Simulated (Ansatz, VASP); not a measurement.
## One calculation of Zn, two programs

INCAR

```
SYSTEM = Zn
PREC     = Accurate       ! precision mode
ENCUT    = 520            ! plane-wave cutoff, eV
EDIFF    = 1E-6           ! SCF threshold, eV
ISMEAR   = 1              ! smearing method
SIGMA    = 0.05           ! smearing width, eV
LREAL    = .False.        ! projectors in reciprocal space
LASPH    = .True.         ! aspherical terms in the spheres
NELM     = 80             ! most SCF steps
ALGO     = Normal         ! electronic algorithm
ISIF     = 2              ! what is computed and relaxed
LWAVE    = .False.        ! write WAVECAR
LCHARG   = .False.        ! write CHGCAR
GGA      = PS             ! functional
IVDW     = 12             ! dispersion correction
NBANDS   = 12             ! bands
```

The input KPOINTS:

```
Automatic mesh
0
Gamma
  8 8 8
  0 0 0
```

POSCAR

```
Zn
1.0
   -1.4943001662      1.4943001662      1.4943001662
    1.4943001662     -1.4943001662      1.4943001662
    1.4943001662      1.4943001662     -1.4943001662
Zn
1
Direct
    0.0120688640     -0.0011977141      0.0053181697
```

Input for Ansatz:

```yaml
crystal:
  lattice:
    - [-1.4943001661802688, 1.4943001661802688, 1.4943001661802688]
    - [1.4943001661802688, -1.4943001661802688, 1.4943001661802688]
    - [1.4943001661802688, 1.4943001661802688, -1.4943001661802688]
  atoms:
    - { symbol: Zn, position: [0.01206886404448724, -0.001197714080821736, 0.0053181696814668805] }
basis:
  ecutwfc: 550.0
kpoints:
  mp_grid:
    grid: [8, 8, 8]
hamiltonian:
  xc: pbesol
  dispersion: d3bj
scf:
  occupations:
    method: methfessel_paxton
    width: 0.05
output:
  forces: true
  stress: true
```

This isn't the form of Zn at room conditions, which is hcp.

Alike in both runs: task single point; functional PBEsol; dispersion D3(BJ); k mesh 8 × 8 × 8; occupations methfessel-paxton of order 1, width 0.05 eV; no spin polarisation.

```csv
,VASP,Ansatz
version,VASP 6.6.1,Ansatz 0.2.0
potentials or method,"VASP PAW PBE potentials, release 64 (Zn)","plane waves, PAW"
plane-wave cutoff (eV),520,550
valence electrons in the cell,12,12
```

```csv
,VASP,Ansatz,Ansatz less VASP
pressure (GPa),1.2,0.6,-0.56
dispersion energy (meV/atom),-410.2,-410.4,-0.11
```

Caveats: the k mesh is coarse (spacing up to 0.37 Å⁻¹), so the values aren't converged; the PAW data sets were made with another functional, which shifts forces and pressure a little (VASP); pairwise dispersion overbinds metals, which lowers pressure and volume.
